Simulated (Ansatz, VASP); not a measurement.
Two plane-wave programs on F

The input INCAR:

```
  PREC = Accurate
  ENCUT = 520
  EDIFF = 1E-6
  ISMEAR = 0
  SIGMA = 0.05
  LREAL = F
  LASPH = T
  NELM = 100
  ALGO = Normal
  ISIF = 2
  LWAVE = F
  LCHARG = F
  GGA = PS
  NBANDS = 22
```

KPOINTS

```
Automatic mesh
0
Gamma
  4 4 2
```

POSCAR

```
F
1.0
    2.9854913441     -1.8590077966     -0.2302668478
    2.9854913441      1.8590077966     -0.2302668478
   -2.2020163133      0.0000000000      7.4270682074
F
4
Direct
    0.0848459664      0.0848459664      0.0940038325
    0.9151540336      0.9151540336      0.9059961675
    0.5015719855      0.5015719855      0.5937195244
    0.4984280145      0.4984280145      0.4062804756
```

Input for Ansatz:

```yaml
crystal:
  lattice:
    - [2.9854913441, -1.8590077966, -0.2302668478]
    - [2.9854913441, 1.8590077966, -0.2302668478]
    - [-2.2020163133, 0.0, 7.4270682074]
  atoms:
    - { symbol: F, position: [0.0848459664, 0.0848459664, 0.0940038325] }
    - { symbol: F, position: [0.9151540336, 0.9151540336, 0.9059961675] }
    - { symbol: F, position: [0.5015719855, 0.5015719855, 0.5937195244] }
    - { symbol: F, position: [0.4984280145, 0.4984280145, 0.4062804756] }
basis:
  ecutwfc: 520.0
kpoints:
  mp_grid: { grid: [4, 4, 2] }
hamiltonian:
  xc: pbesol
scf:
  occupations: { method: gaussian, width: 0.05 }
output:
  forces: true
  stress: true
  eigenvalues: true
```

Change from the starting cell: volume 20.139 Å^3 an atom, stretch along a over the lengths across it, relative to the relaxed cell 0.9230.

Alike in both runs: task single point; functional PBEsol; k mesh 4 × 4 × 2; occupations gaussian, width 0.05 eV; no spin polarisation.

```csv
,VASP,Ansatz
version,VASP 6.6.1,Ansatz 0.2.0
potentials or method,"VASP PAW PBE potentials, release 64 (F)","scalar-relativistic, plane waves, PAW"
plane-wave cutoff (eV),520,520
valence electrons in the cell,28,28
```

```tsv
	VASP	Ansatz	Ansatz less VASP
gap on the k mesh at the Fermi level (eV)	2.51	2.58	+0.069
least direct gap on the mesh (eV)	2.57	2.63	+0.069
pressure (GPa)	-2.8	-3.0	-0.21
largest component of the traceless stress (GPa)	3.66	4.78	+1.119
rms of the force components (eV/Å)	0.652	0.850	+0.1984
```

Atom by atom the forces differ by 0.198 eV/Å (rms over components). The functional is the same, so the differences come from potentials, cutoffs and numerics.

Caveats: the k mesh is coarse (spacing up to 0.51 Å⁻¹), so the values aren't converged; the PAW data sets were made with another functional, which shifts forces and pressure a little (VASP). A k mesh can miss the band edges.
